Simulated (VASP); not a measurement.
A run of VASP 6.6.1 is set up as follows.

Contents of POSCAR:

```
Rh
1.0
    0.0000000000      1.8897137200      1.8897137200
    1.8897137200      0.0000000000      1.8897137200
    1.8897137200      1.8897137200      0.0000000000
  Rh
     1
Direct
     0.0000000000000000    0.0000000000000000    0.0000000000000000
```

File INCAR.step1:

```
SYSTEM = Rh
PREC     = Accurate       ! precision mode
ENCUT    = 600            ! plane-wave cutoff, eV
EDIFF    = 1E-8           ! SCF threshold, eV
ISMEAR   = 1              ! smearing method
SIGMA    = 0.2            ! smearing width, eV
LREAL    = .False.        ! projectors in reciprocal space
LASPH    = .True.         ! aspherical terms in the spheres
NELM     = 80             ! most SCF steps
ALGO     = Normal         ! electronic algorithm
ISIF     = 3              ! what is computed and relaxed
LWAVE    = .False.        ! write WAVECAR
LCHARG   = .False.        ! write CHGCAR
GGA      = PS             ! functional
KPAR     = 2            
IBRION   = 2              ! ionic algorithm
NSW      = 40             ! ionic steps
EDIFFG   = -0.002         ! ionic threshold
```

The input INCAR.step2:

```
SYSTEM = Rh
PREC     = Accurate       ! precision mode
ENCUT    = 600            ! plane-wave cutoff, eV
EDIFF    = 1E-8           ! SCF threshold, eV
ISMEAR   = 1              ! smearing method
SIGMA    = 0.2            ! smearing width, eV
LREAL    = .False.        ! projectors in reciprocal space
LASPH    = .True.         ! aspherical terms in the spheres
NELM     = 80             ! most SCF steps
ALGO     = Normal         ! electronic algorithm
ISIF     = 3              ! what is computed and relaxed
LWAVE    = .False.        ! write WAVECAR
LCHARG   = .False.        ! write CHGCAR
GGA      = PS             ! functional
KPAR     = 2            
IBRION   = 6              ! ionic algorithm
NFREE    = 2            
POTIM    = 0.015          ! step
NSW      = 1              ! ionic steps
```

Contents of KPOINTS:

```
Automatic mesh
0
Gamma
  32 32 32
  0 0 0
```

Potentials or basis: VASP PAW PBE potentials, release 64 (Rh_pv).

Launch:

```console
$ cat potpaw_PBE.64/Rh_pv/POTCAR > POTCAR
$ cp INCAR.step1 INCAR
$ mpirun -np 2 vasp_std > vasp.out
$ cp CONTCAR POSCAR
$ cp INCAR.step2 INCAR
$ mpirun -np 2 vasp_std > vasp.out
```

(1) Estimate the elastic constants C11, C12, C44.

(2) What does it give for the Voigt bulk modulus?

## Answers

(1) 474, 210, 213 GPa.

(2) 298 GPa.

Caveat: the PAW data sets were made with another functional, which shifts forces and pressure a little.
